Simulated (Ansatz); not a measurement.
Input and command of a plane-wave DFT calculation in Ansatz:

```yaml
crystal:
  lattice:
    - [0.0, 2.87120155, 2.78633845]
    - [2.87120155, 0.0, 2.78633845]
    - [2.87120155, 2.87120155, 0.0]
  atoms:
    - { symbol: Ge, position: [0.5, 0.5, 0.5] }
    - { symbol: Ge, position: [0.75, 0.75, 0.75] }
basis:
  ecutwfc: 420
kpoints:
  mp_grid: { grid: [14, 14, 14] }
hamiltonian:
  xc: pbe
scf:
  occupations: { method: gaussian, width: 0.15 }
output:
  forces: true
  stress: true
  eigenvalues: true
```

```bash
ansatz run input.yaml --threads 1 --pin off --max-ram 2560MiB --backend cpu --events-out ev --progress --plain --runs-dir out
```

Processor: AMD EPYC 7R43 64-Core Processor (Zen 3), 1 thread, on a host shared with other jobs.

Estimate time, memory and problem size.

About 8.4 s on 1 thread of AMD EPYC 7R43 64-Core Processor (Zen 3), on a shared host, peak memory 0.48 GiB. It solves 18 bands at 244 k points (the mesh reduced by symmetry) with about 925 plane waves, in 6 SCF iterations.
